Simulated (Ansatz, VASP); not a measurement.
Given: the input of a run of VASP 6.6.1 on PbSe (Clausthalite). 

Contents of INCAR:

```
PREC = Accurate ; ENCUT = 600
EDIFF = 1E-6 ; ISMEAR = -1
SIGMA = 0.05 ; LREAL = False
LASPH = True ; NELM = 100
ALGO = Normal ; ISIF = 3
LWAVE = False ; LCHARG = False
GGA = RP ; IBRION = 2
NSW = 60 ; EDIFFG = -0.02
```

Contents of KPOINTS:

```
Automatic mesh
0
Gamma
  8 8 8
```

POSCAR

```
PbSe
1.0
    0.0000000000      3.0606500000      3.0606500000
    3.0606500000      0.0000000000      3.0606500000
    3.0606500000      3.0606500000      0.0000000000
Pb Se
1 1
Direct
    0.0000000000      0.0000000000      0.0000000000
    0.5000000000      0.5000000000      0.5000000000
```

Potentials or basis: VASP PAW PBE potentials, release 64 (Pb_d, Se).

The run is started by

```bash
$ cat potpaw_PBE.64/Pb_d/POTCAR potpaw_PBE.64/Se/POTCAR > POTCAR
$ mpirun -np 1 vasp_std > vasp.out
```

Question: What does the same run look like in Ansatz 0.2.0? Potentials or basis there: Ansatz PAW, cutoff 420 eV.

Answer: As run (cutoffs and basis follow the program's own potentials, and thresholds, step limits or extra output files can differ):

input.yaml

```yaml
crystal:
  lattice:
    - [0.0, 3.06065, 3.06065]
    - [3.06065, 0.0, 3.06065]
    - [3.06065, 3.06065, 0.0]
  atoms:
    - { symbol: Pb, position: [0.0, 0.0, 0.0] }
    - { symbol: Se, position: [0.5, 0.5, 0.5] }
hamiltonian:
  xc: rpbe
  pseudopotentials: { kind: paw }
kpoints:
  mp_grid: { grid: [8, 8, 8] }
scf:
  occupations: { method: fermi_dirac, width: 0.05 }
output:
  forces: true
  stress: true
  write_density: true
  write_potential: true
  elf: true
  volumetric_format: npy
relax:
  f_tol: 0.01
  max_steps: 40
  cell: { stress_tol: 0.05 }
```

Potentials or basis: Ansatz PAW.

Launch:

```sh
$ ansatz run input.yaml --threads 2 --pin off --max-ram 5632MiB --backend cpu --events-out ev --progress --plain --runs-dir out
```

Both were run:

|  | VASP | Ansatz |
| --- | --- | --- |
| Relaxed volume | 31.18 Å³/atom | 31.21 Å³/atom |
| Relaxed cell | a = 4.451 Å, b = 4.451 Å, c = 4.451 Å, α = 60.00°, β = 60.00°, γ = 60.00° | a = 4.453 Å, b = 4.453 Å, c = 4.453 Å, α = 60.00°, β = 60.00°, γ = 60.00° |
| Space group after relaxing | Fm-3m (No. 225) | Fm-3m (No. 225) |
| Pressure after relaxing | 0.0 GPa | 0.0 GPa |

Ansatz's pressure holds a Pulay term of +0.01 GPa for its cutoff of 420 eV, which the other run lacks.

The potentials hold 20 and 30 valence electrons a cell.

VASP's potentials were made for PBE. Ansatz's potentials were made for PBE.

Where Ansatz's input types no cutoff or centring, it takes its own default and a Γ-centred mesh.

Pressure is positive in compression.
